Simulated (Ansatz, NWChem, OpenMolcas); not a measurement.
## Worked example: C4H6 → C2 + C2H6

Gas-phase species: C4H6 (methylenecyclopropane) `C=C1CC1`, singlet; C2, singlet; C2H6 (ethane) `CC`, singlet. This is a balance of energies; it says nothing on the path, which may need atoms to shift.

Shapes, held fixed at every level: PBE0-D4/def2-TZVP. Programs: Ansatz 0.2.0, NWChem 7.3.0, OpenMolcas 26.06. A level may come from different programs for different species; with the same settings they agree closely. Electronic energies: no zero-point or thermal term.

At PBE0/def2-SVP; 1 Eh = 2625.50 kJ/mol:

```
species  energy (Eh)
   C4H6  -155.659157
     C2   -75.714448
   C2H6   -79.663804
```

Task: Work out ΔE of the reaction at this level.

Result: 
1. Products less reactants: (-75.714448) + (-79.663804) − [(-155.659157)] = 0.280905 Eh = +737.5 kJ/mol.

Other levels give +655.5 (B3LYP/6-31G* (Cartesian functions)) to +770.8 kJ/mol (HF/def2-SVP). No measured value is set beside it here. PBE0/def2-SVP lies outside the range of the other correlated levels here, so it shouldn't be taken on trust. The median of the other correlated levels is +655.5 kJ/mol.
